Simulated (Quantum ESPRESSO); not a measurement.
Crystal: TaS2.

```
Ta S
1.0
     3.35000    0.00000    0.00000
    -1.67500    2.90119    0.00000
     0.00000    0.00000    5.86000
Ta S
1 2
Direct
  0.00000 0.00000 0.00000
  0.66667 0.33333 0.75000
  0.33333 0.66667 0.25000
```

```yaml
Program: Quantum ESPRESSO 7.5
Task: relaxation of cell and atoms
Functional: BLYP
Dispersion: D4
Potentials_or_basis: PseudoDojo 0.4.1 SR PBE standard
Cutoff: 789 eV
Density_cutoff: 3157 eV
k_mesh: 9 × 9 × 5
Occupations: fermi-dirac, width 0.05 eV
Spin: no spin polarisation
```

At the start: pressure 9.8 GPa; volume 18.98 Å³/atom.

**Question.** Where does the relaxation end?

**Answer.** Over 13 steps the energy falls by 47.6 meV/atom and the volume is 19.48 Å³/atom (+2.6 %); space group P-3m1 (No. 164, to 0.05 Å).

Step by step:
```
step  energy change (eV)  largest force (eV/Å)  pressure (GPa)  volume (Å³)
   1              0.0000                1.5003            9.82        56.95
   2             -0.0949                0.8285            5.29        57.91
   3             -0.1388                0.0673            0.30        59.09
   4             -0.1393                0.0157           -0.06        59.18
   5             -0.1397                0.0126           -0.28        59.22
   6             -0.1407                0.0419           -0.60        59.26
   7             -0.1415                0.0326           -0.67        59.20
   8             -0.1420                0.0070           -0.48        59.06
   9             -0.1422                0.0372           -0.25        58.95
  10             -0.1424                0.0535           -0.08        58.83
  11             -0.1426                0.0579            0.11        58.66
  12             -0.1428                0.0388            0.17        58.49
  13             -0.1429                0.0118            0.09        58.43
```

Final structure:
```
Ta S
1.0
     3.40142    0.00000    0.00000
    -1.70071    2.94572    0.00000
     0.00000    0.00000    5.83202
Ta S
1 2
Direct
  0.00000 0.00000 0.00000
  0.66667 0.33333 0.73807
  0.33333 0.66667 0.26193
```

Caveat: the potentials were made for another functional, which shifts forces and pressure.
